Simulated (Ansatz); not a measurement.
# TaSi2: the cost of one run

Method: DFT PBE, scalar-relativistic, plane waves, PAW, in Ansatz 0.2.0.

3 further runs of the same task are left out: 1 that didn't finish, 2 set aside as unsound or not needed.

## (1) The system as given

The structure is hexagonal, space group P6_422 (No. 181). Conventional cell: a = 4.806 Å, b = 4.806 Å, c = 6.597 Å, α = 90.00°, β = 90.00°, γ = 120.00°. Around Ta (site symmetry 222) lie 10 Si at 2.62 to 2.84 Å. Si (site symmetry 2) is surrounded by 5 Si at 2.57 to 2.84 Å and 5 Ta at 2.62 to 2.84 Å.

As a file:

```cif
data_structure
_symmetry_space_group_name_H-M 'P6_422'
_symmetry_Int_Tables_number 181
_cell_length_a 4.8062
_cell_length_b 4.8062
_cell_length_c 6.5969
_cell_angle_alpha 90.000
_cell_angle_beta 90.000
_cell_angle_gamma 120.000
_cell_volume 131.97
loop_
_atom_site_label
_atom_site_type_symbol
_atom_site_symmetry_multiplicity
_atom_site_Wyckoff_symbol
_atom_site_fract_x
_atom_site_fract_y
_atom_site_fract_z
_atom_site_occupancy
Ta1 Ta 3 c 0.50000 0.00000 0.00000 1
Si1 Si 6 i 0.15886 0.31773 0.00000 1
```

This cell was relaxed beforehand with the same method: volume 14.66 Å³/atom, gap on the mesh none (metal).

Its energy, with the smearing taken to zero, is -33615.9187 eV for the 9-atom cell on a 12×12×6 mesh; differences below count from it.

## (2) Next cell: atoms packed at random at 1.08 times the crystal's volume

3 Ta, 6 Si were thrown into a skewed cell at random, at 1.08 times a reference volume of the solid, and pushed apart as soft spheres.

The cell holds 3 Ta, 6 Si: a = 5.221 Å, b = 5.280 Å, c = 5.210 Å, α = 93.46°, β = 84.84°, γ = 86.86°.

## (3) Relaxation without symmetry, coarse mesh

A cheap relaxation: coarse mesh, no symmetry, loose thresholds.

input.yaml reads:

```yaml
crystal:
  lattice:
    - [5.213989, 0.147426, 0.237045]
    - [0.147426, 5.275431, -0.161982]
    - [0.237045, -0.161982, 5.201825]
  atoms:
    - { symbol: Ta, position: [0.6776033107, 0.1414926833, 0.1651089908] }
    - { symbol: Ta, position: [0.948025796, 0.2677691628, 0.6472451322] }
    - { symbol: Ta, position: [0.4146618265, 0.5785395582, 0.5227965095] }
    - { symbol: Si, position: [0.2344597063, 0.4370176395, 0.0471342585] }
    - { symbol: Si, position: [0.6019473044, 0.6365119459, 0.0088454593] }
    - { symbol: Si, position: [0.9668823607, 0.7770898637, 0.8273527054] }
    - { symbol: Si, position: [0.453601089, 0.0859265891, 0.6970628279] }
    - { symbol: Si, position: [0.1909347515, 0.9401486371, 0.2192506526] }
    - { symbol: Si, position: [0.9055857781, 0.6487977735, 0.2805121098] }
  symmetry: { detect: false }
basis:
  ecutwfc: 420
kpoints:
  mp_grid: { grid: [3, 3, 3], shift: [0.0, 0.0, 0.0] }
hamiltonian:
  xc: pbe
scf:
  occupations: { method: gaussian, width: 0.1 }
  lower_state_search: "off"
output:
  forces: true
  stress: true
  eigenvalues: true
relax:
  adjacent_minimum: "off"
  f_tol: 0.04
  max_steps: 70
  cell: { stress_tol: 0.3 }
```

On the command line:

```console
> ansatz run input.yaml --threads 2 --pin off --max-ram 5120MiB --backend cpu --events-out ev --progress --plain --runs-dir out
```

**Question.** How long does this run take on 2 threads of Intel Xeon at 2.50GHz (Skylake/Cascade Lake), shared host, and how much memory does it need?

About 90 s, with a peak of 0.43 GiB.
